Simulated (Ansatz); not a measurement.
# BaTiO3: stress in a strained cell

BaTiO3 is deformed so: equal xy, yz and zx engineering shear strains of -3 %. What stress and forces result, by LAPW, PAW and all-electron datasets made for the crystal?

Program: Ansatz 0.2.0. Level of theory: DFT PBE, scalar-relativistic. These are calculated values, not measurements.

## (1) The starting structure

The structure is trigonal, space group R3m (No. 160). Conventional cell: a = 5.655 Å, b = 5.655 Å, c = 6.953 Å, α = 90.00°, β = 90.00°, γ = 120.00°. Ba (site symmetry 3m) has 12 O at 2.79 to 2.88 Å as nearest neighbours. Ti (site symmetry 3m) is surrounded by 6 O at 1.88 to 2.14 Å. O (site symmetry m) is surrounded by 2 Ti at 1.88 to 2.14 Å.

Coordinates:

```
CELL_PARAMETERS angstrom
2.82767 1.63255 2.31773
-2.82767 1.63255 2.31773
0.00000 -3.26511 2.31773
ATOMIC_POSITIONS crystal
Ba 0.00000 0.00000 0.00000
Ti 0.51400 0.51400 0.51400
O 0.49160 0.49160 0.98150
O 0.49160 0.98150 0.49160
O 0.98150 0.49160 0.49160
```

Atoms are numbered in the order of the input: Ba1, Ti2, O3, O4, O5.

## (2) The deformed structure

Space group R3m before, P1 after.

## (3) All-electron LAPW

The input, input.yaml:

```yaml
crystal:
  lattice:
    - [2.7684138588, 1.5553739754, 2.2508282611]
    - [-2.8869224562, 1.6402040201, 2.3356583058]
    - [0.014210675, -3.2998759179, 2.3667082572]
  atoms:
    - { symbol: Ba, position: [0.0, 0.0, 0.0] }
    - { symbol: Ti, position: [0.514, 0.514, 0.514] }
    - { symbol: O, position: [0.4916, 0.4916, 0.9815] }
    - { symbol: O, position: [0.4916, 0.9815, 0.4916] }
    - { symbol: O, position: [0.9815, 0.4916, 0.4916] }
kpoints:
  mp_grid: { grid: [9, 9, 9] }
  band_path:
    path:
      - [0.0, 0.0, 0.0]
      - [0.0, 0.0, -0.5]
      - [0.0, 0.5, 0.0]
      - [0.0, 0.0, 0.0]
      - [0.5, 0.0, 0.0]
      - [0.5, -0.5, 0.5]
      - [0.0, 0.0, 0.0]
      - [0.5, -0.5, 0.0]
      - [0.5, 0.0, 0.5]
    npoints: 5
scf:
  occupations: { method: fermi_dirac, width: 0.05 }
hamiltonian:
  xc: pbe
  pseudopotentials: { kind: all_electron, lapw: { basis_error: 0.001 } }
output:
  forces: true
  stress: true
  eigenvalues: true
```

The run is started by

```console
$ ansatz run input.yaml --threads 2 --pin off --max-ram 6144MiB --backend cpu --events-out ev --progress --plain --runs-dir out
```

## (4) PAW with frozen cores

The input, input.yaml:

```yaml
crystal:
  lattice:
    - [2.7684138588, 1.5553739754, 2.2508282611]
    - [-2.8869224562, 1.6402040201, 2.3356583058]
    - [0.014210675, -3.2998759179, 2.3667082572]
  atoms:
    - { symbol: Ba, position: [0.0, 0.0, 0.0] }
    - { symbol: Ti, position: [0.514, 0.514, 0.514] }
    - { symbol: O, position: [0.4916, 0.4916, 0.9815] }
    - { symbol: O, position: [0.4916, 0.9815, 0.4916] }
    - { symbol: O, position: [0.9815, 0.4916, 0.4916] }
kpoints:
  mp_grid: { grid: [9, 9, 9] }
scf:
  occupations: { method: fermi_dirac, width: 0.05 }
hamiltonian:
  xc: pbe
  pseudopotentials: { kind: paw }
output:
  forces: true
  stress: true
  eigenvalues: true
  efg: { contact_densities: true }
  write_density: true
  write_potential: true
  elf: true
  volumetric_format: npy
```

## (5) Datasets made for this crystal

Changes to input.yaml since step 4:

```diff
@@ -17,3 +17,3 @@
   xc: pbe
-  pseudopotentials: { kind: paw }
+  pseudopotentials: { kind: all_electron, datasets: crystal }
 output:
@@ -23,5 +23 @@
   efg: { contact_densities: true }
-  write_density: true
-  write_potential: true
-  elf: true
-  volumetric_format: npy
```

(Steps that only read results are left out.)

Q: Predict the outcome of this session. Wanted: pressure; largest shear or deviatoric stress.

The runs gave:

| quantity | value |
| --- | --- |
| pressure | LAPW 5.56, PAW 5.57, crystal datasets 5.56 GPa |
| largest shear or deviatoric stress (LAPW) | 3.37 GPa |

The largest part of the stress beyond the pressure is 3.37 GPa in size, in the xy component; the atoms are carried along and not relaxed. No run of the undeformed cell stands beside it, so the pressure holds what the given cell had before the change. PAW: stress within 0.02 GPa of LAPW, forces within 4 meV/Å. Crystal datasets: stress within 0.01 GPa of LAPW, forces within 1 meV/Å. Spin-orbit coupling is left out, though the cell holds Ba; in elements this heavy it can shift bands and gaps by tenths of an eV.

The gaps are Kohn-Sham values of a semilocal functional, not quasiparticle or optical gaps. Such gaps usually fall short of the measured ones.
